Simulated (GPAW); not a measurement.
Al in GPAW: the effect of strain hydrostatic

Al:

```
Al
1.0
     0.00000    1.94381    1.94381
     1.94381    0.00000    1.94381
     1.94381    1.94381    0.00000
Al
1
Cartesian
  0.0000 0.0000 0.0000
```

Alike in all runs:

| Quantity | Value |
| --- | --- |
| Program | GPAW 26.7.0 |
| Task | single point |
| Functional | PBEsol |
| Potentials or basis | PAW data sets generated in the run's folder for this functional |
| Cutoff | 600 eV |
| Basis | pw |
| k mesh | 11 × 11 × 11 |
| Occupations | fermi-dirac, width 0.05 eV |
| Spin | no spin polarisation |
| Maxiter | 150 |

| strain hydrostatic | pressure (GPa) |
| --- | --- |
| -0.04 | 10.3 |
| -0.02 | ? |
| -0.01 | 0.7 |
| 0 | -1.8 |
| 0.01 | -3.9 |
| 0.02 | -5.7 |
| 0.04 | -8.5 |

Problem. What does the run with strain hydrostatic -0.02 give?

Solution. Pressure 3.5 GPa.

Worked out: A parabola through the other rows of the pressure, of slope -301 GPa per unit of strain hydrostatic there, gives 3.6 GPa, against the run's 3.5.

Caveats: the density grid can change from cell to cell, which puts small steps into energies and stress.
